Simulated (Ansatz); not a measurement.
**Cu: strain energy, fitted**

Cu, Fm-3m, a = 3.577 Å. Ansatz: r2SCAN, PAW, 500 eV, Γ-centred 20×20×14 mesh on 2 atoms, Gaussian smearing 0.10 eV; no spin polarisation. Series: uniaxial strain along c, with a, b and atoms relaxed; x is the strain in per cent. The axes a, b, c are those of the computed cell (2.529, 2.529, 3.577 Å), along [1 1 0], [-1 1 0], [0 0 1] of the cell named above. y is the free energy over the unstrained cell, V0 = 11.439 Å³/atom.

| x (%) | y (meV/atom) |
| --- | --- |
| -6.0 | ? |
| -4.0 | 3.97 |
| -2.0 | 0.87 |
| 0.0 | 0.00 |
| 2.0 | 1.62 |
| 4.0 | 5.94 |
| 6.0 | 12.90 |

Task: Fit y = c2 x² + c3 x³ to the other rows, turn c2 into a modulus, and predict the missing energy.

Result: Least squares on the rows shown. y = 0.2974 x² + 0.01102 x³. In eV per unit strain² c2 is 2.974; this is Young's modulus along the axis (E = ½ Y V0 ε²): 2 × 2.974 × 160.2 / (11.439) = 83 GPa. With a term in x⁴ added, the coefficient of x² becomes 0.3414, 15 % more, which shows how far this figure hangs on the form. At x = -6.0 the fit asked for gives 8.33 meV/atom. The run gave 8.55 meV/atom, so the fit is 0.22 meV/atom too low, within the rms miss on the fitted rows (0.30 meV/atom).